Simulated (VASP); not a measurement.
Crystal: CdIn2S4 (Cadmoindite).

```
CELL_PARAMETERS angstrom
0.00000 5.39850 5.39850
5.39850 0.00000 5.39850
5.39850 5.39850 0.00000
ATOMIC_POSITIONS crystal
Cd 0.00000 0.00000 0.00000
Cd 0.25000 0.25000 0.25000
In 0.62500 0.62500 0.62500
In 0.12500 0.62500 0.62500
In 0.62500 0.62500 0.12500
In 0.62500 0.12500 0.62500
S 0.38600 0.38600 0.38600
S 0.40800 0.86400 0.86400
S 0.38600 0.38600 0.84200
S 0.86400 0.40800 0.86400
S 0.84200 0.38600 0.38600
S 0.86400 0.86400 0.86400
S 0.38600 0.84200 0.38600
S 0.86400 0.86400 0.40800
```

| Property | Result |
| --- | --- |
| Program | VASP 6.6.1 |
| Task | relaxation of cell and atoms |
| Functional | PBEsol |
| Potentials or basis | VASP PAW PBE potentials, release 64 (Cd, In_d, S) |
| Cutoff | 600 eV |
| k mesh | 6 × 6 × 6 |
| Occupations | gaussian, width 0.03 eV |
| Spin | no spin polarisation |

At the start: pressure 1.8 GPa; volume 22.48 Å³/atom.

**Question.** How do energy, volume and symmetry change on relaxing?

**Answer.** Over 5 steps the energy falls by 6.4 meV/atom and the volume is 22.86 Å³/atom (+1.7 %); space group Fd-3m (No. 227, to 0.05 Å).

Step by step:
| step | energy change (eV) | largest force (eV/Å) | pressure (GPa) | volume (Å³) |
| --- | --- | --- | --- | --- |
| 1 | 0.0000 | 0.5103 | 1.83 | 314.67 |
| 2 | -0.0613 | 0.0062 | -1.39 | 326.53 |
| 3 | -0.0782 | 0.1579 | -0.43 | 322.67 |
| 4 | -0.0889 | 0.0525 | -0.14 | 320.86 |
| 5 | -0.0902 | 0.0006 | 0.00 | 319.98 |

Final structure:
```yaml
crystal:
  lattice:
    - [0.00000, 5.42871, 5.42871]
    - [5.42871, 0.00000, 5.42871]
    - [5.42871, 5.42871, 0.00000]
  atoms:
    - { symbol: Cd, position: [0.00000, 0.00000, 0.00000] }
    - { symbol: Cd, position: [0.25000, 0.25000, 0.25000] }
    - { symbol: In, position: [0.62500, 0.62500, 0.62500] }
    - { symbol: In, position: [0.12500, 0.62500, 0.62500] }
    - { symbol: In, position: [0.62500, 0.62500, 0.12500] }
    - { symbol: In, position: [0.62500, 0.12500, 0.62500] }
    - { symbol: S, position: [0.38440, 0.38440, 0.38440] }
    - { symbol: S, position: [0.40319, 0.86560, 0.86560] }
    - { symbol: S, position: [0.38440, 0.38440, 0.84681] }
    - { symbol: S, position: [0.86560, 0.40319, 0.86560] }
    - { symbol: S, position: [0.84681, 0.38440, 0.38440] }
    - { symbol: S, position: [0.86560, 0.86560, 0.86560] }
    - { symbol: S, position: [0.38440, 0.84681, 0.38440] }
    - { symbol: S, position: [0.86560, 0.86560, 0.40319] }
```

Caveat: the PAW data sets were made with another functional, which shifts forces and pressure a little.
